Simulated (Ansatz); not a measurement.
Runs of Ansatz 0.2.0 on CdS. The structure is cubic, space group Fm-3m (No. 225). Conventional cell: a = 5.506 Å, b = 5.506 Å, c = 5.506 Å, α = 90.00°, β = 90.00°, γ = 90.00°. Around Cd (site symmetry m-3m) lie 6 S at 2.75 Å. S (site symmetry m-3m) is surrounded by 6 Cd at 2.75 Å. Measurements of this composition are mostly on another form, of space group No. 186.

```tsv
task	level	potentials or basis	spin	fixed moment (μB)	cell	k mesh	cutoff (eV)	smearing	crystal symmetry	basis error allowed	other keys	gap on the mesh (eV)	pressure (GPa)	moment (μB)
relaxation of the atoms	RPBE+D4	all-electron LAPW, scalar-relativistic	off	-	atoms relaxed from: atoms moved at random, drawn with an rms of 0.05 Å	6 × 6 × 6	-	methfessel-paxton 0.01 eV	-	0.0005 eV/atom	-	0.38	-3.9	-
projected density of states	PBE+D4	all-electron LAPW, scalar-relativistic	collinear, random start	-	as given	8 × 8 × 8	205	tetrahedron	-	0.001 eV/atom	-	0.26	(a)	0.00
single point	PBE-PBEsol	all-electron LAPW, scalar-relativistic	off	-	as given	8 × 8 × 8	221	methfessel-paxton 0.025 eV	-	0.0005 eV/atom	-	0.22	(b)	-
density of states	rPW86-PBE	all-electron LAPW, relativistic spinors	non-collinear, ferromagnetic start, SOC	-	as given	6 × 6 × 6	206	gaussian 0.1 eV	-	0.001 eV/atom	-	0.18	3.3	0.00
```

**Question.** Fill in the values left out.

**Answer.** (a) -3.2; (b) 0.4.

Caveats: the starting moments weren't kept (some runs); the program warned that the printed levels may be off, so bands, gaps and densities of states are rough (some runs); with tetrahedron occupations forces and stress needn't match the slope of the energy (some runs).

A k mesh can miss the band edges, and rows without SOC leave out spin-orbit coupling on Cd.
